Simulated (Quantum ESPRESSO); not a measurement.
Slab: Nb, a slab with vacuum.

```xyz
6
Lattice="2.9911 0.0000 0.0000 0.0000 2.9911 0.0000 0.0000 0.0000 25.5750" Properties=species:S:1:pos:R:3 pbc="T T T"
Nb    1.4955    1.4955    7.5000
Nb    0.0000    0.0000    9.6150
Nb    1.4955    1.4955   11.7300
Nb    0.0000    0.0000   13.8450
Nb    1.4955    1.4955   15.9600
Nb    0.0000    0.0000   18.0750
```

The slab is cut from a database's or a generator's crystal, which needn't be the stable form of the element.

A sound run:

| Item | Value |
| --- | --- |
| Program | Quantum ESPRESSO 7.5 |
| Task | work function |
| Functional | PBE |
| Potentials or basis | PseudoDojo 0.4.1 SR PBE standard |
| Cutoff | 1116 eV |
| Density cutoff | 4463 eV |
| k mesh | 9 × 9 × 1 |
| Occupations | fermi-dirac, width 0.05 eV |
| Spin | no spin polarisation |

It gives largest force 0.639 eV/Å; band gap on the k mesh none (metal or under the smearing width).

Problem. What do these careless settings give instead: cutoff 340 eV in place of 1116 eV; density cutoff 1361 eV in place of 4463 eV?

Solution. Largest force 0.521 eV/Å; band gap on the k mesh none (metal or under the smearing width). The run converged, but these numbers show the error of the settings and aren't properties of the slab.
